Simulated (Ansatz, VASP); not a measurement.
# Two plane-wave programs on Na2S

```xyz
3
Lattice="0.0000 3.2735 3.2735 3.2735 0.0000 3.2735 3.2735 3.2735 0.0000" Properties=species:S:1:pos:R:3 pbc="T T T"
S     0.0000    0.0000    0.0000
Na    4.9102    4.9102    4.9102
Na    1.6367    1.6367    1.6367
```

Alike in both runs: task single point; functional PBEsol; k mesh 7 × 7 × 7; occupations gaussian, width 0.1 eV; no spin polarisation.

|  | VASP | Ansatz |
| --- | --- | --- |
| version | VASP 6.6.1 | Ansatz 0.2.0 |
| potentials or method | VASP PAW PBE potentials, release 64 (S, Na) | Ansatz PAW |
| plane-wave cutoff (eV) | 500 | 420 |
| valence electrons in the cell | 8 | 24 |

Ansatz gave:

```
gap on the k mesh at the Fermi level (eV) : 2.36
least direct gap on the mesh (eV)         : 2.36
pressure (GPa)                            : -0.6
```

Question: Estimate VASP's values.

Answer: gap on the k mesh at the Fermi level (eV): 2.36; least direct gap on the mesh (eV): 2.36; pressure (GPa): -1.0.

The two sets of potentials don't hold the same shells in valence.

Caveats: the PAW data sets were made with another functional, which shifts forces and pressure a little (VASP); odd divisions of the mesh miss points on the zone boundary, where band edges often lie, so the gap on the mesh can be too wide (Ansatz); the PAW data sets come from PBE, with cores solved anew for the run's functional, which leaves a small shift of forces and pressure (Ansatz). As with any semilocal functional, this PBEsol gap is likely too small.
